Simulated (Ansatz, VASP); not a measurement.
**Ir in VASP and in Ansatz**

```
Ir
1.0
     0.00000    2.79978    2.79978
     2.79978    0.00000    2.79978
     2.79978    2.79978    0.00000
Ir
2
Direct
  0.12500 0.12500 0.12500
  0.87500 0.87500 0.87500
```

Alike in both runs: task single point; functional RPBE; k mesh 11 × 11 × 11; occupations fermi-dirac, width 0.1 eV; no spin polarisation.

```csv
,VASP,Ansatz
version,VASP 6.6.1,Ansatz 0.2.0
potentials or method,"VASP PAW PBE potentials, release 64 (Ir)","plane waves (420 eV) with PAW, scalar-relativistic"
plane-wave cutoff (eV),520,420
valence electrons in the cell,18,34
```

|  | VASP | Ansatz | Ansatz less VASP |
| --- | --- | --- | --- |
| pressure (GPa) | -0.4 | -0.1 | +0.31 |

The two sets of potentials don't hold the same shells in valence.

Caveats: the PAW data sets were made with another functional, which shifts forces and pressure a little (VASP). The runs have no spin-orbit coupling, so splittings on Ir are missing.
